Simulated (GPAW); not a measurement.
GaN:

```
Ga N
1.0
     0.00000    2.25350    2.25350
     2.25350    0.00000    2.25350
     2.25350    2.25350    0.00000
Ga N
1 1
Direct
  0.00000 0.00000 0.00000
  0.25000 0.25000 0.25000
```

The cell is a database's computed one.

Base run:

| Quantity | Value |
| --- | --- |
| Program | GPAW 26.7.0 |
| Functional | TB-mBJ |
| Potentials or basis | GPAW PAW data sets for LDA (gpaw-data 1.2.1) |
| Cutoff | 800 eV |
| Basis | pw |
| k mesh | 10 × 10 × 10 |
| Occupations | fermi-dirac, width 0.05 eV |
| Spin | no spin polarisation |

Its results: band gap on the k mesh 3.23 eV, direct.

Task: The run is repeated on the same cell with these changes: functional from TB-mBJ to LDA; potentials or basis from GPAW PAW data sets for LDA (gpaw-data 1.2.1) to JTH PAW 2.0, LDA; valence electrons from 8 to 18. What comes out?

Result: Band gap on the k mesh 1.73 eV, direct.

Caveats: a model potential gives levels but no total energy (some runs); the program truncates these outside data sets (some runs).

Not every run made on this cell is shown here.
